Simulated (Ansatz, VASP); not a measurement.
One calculation of KI, 3 ways

The starting cell:

```
CELL_PARAMETERS angstrom
0.00000 3.53277 3.53277
3.53277 0.00000 3.53277
3.53277 3.53277 0.00000
ATOMIC_POSITIONS crystal
I 0.50000 0.50000 0.50000
K 0.00000 0.00000 0.00000
```

Alike in all runs: task relaxation of cell and atoms; functional BLYP; k mesh 7 × 7 × 7; occupations fermi-dirac, width 0.05 eV; no spin polarisation; no spin-orbit coupling.

```json
{"program and potentials": "Ansatz, Ansatz PAW", "plane-wave cutoff (eV)": "420", "notes": "potentials made for PBE, which Ansatz adapts in part; 13 valence electrons an atom on average", "equilibrium volume (Å³/atom)": "49.19"}
{"program and potentials": "VASP, PBE PAW files I, K_sv, 600 eV", "plane-wave cutoff (eV)": "600", "notes": "potentials made for PBE; 8 valence electrons an atom on average", "equilibrium volume (Å³/atom)": "49.45"}
{"program and potentials": "Ansatz, all-electron LAPW, scalar-relativistic", "plane-wave cutoff (eV)": "-", "notes": "-", "equilibrium volume (Å³/atom)": "49.19"}
```

The equilibrium volume spans 49.19 (Ansatz, Ansatz PAW) to 49.45 Å³/atom (VASP, PBE PAW files I, K_sv, 600 eV), with all-electron results at 49.19. Some sets were made for another functional than the one run, which can shift their rows. Relaxations stop with a little pressure left, so the last digit of a volume isn't settled.

The functional is the same throughout but for its coding, so the spread measures potentials, basis and numerics; runs on potential files found faulty are left out.
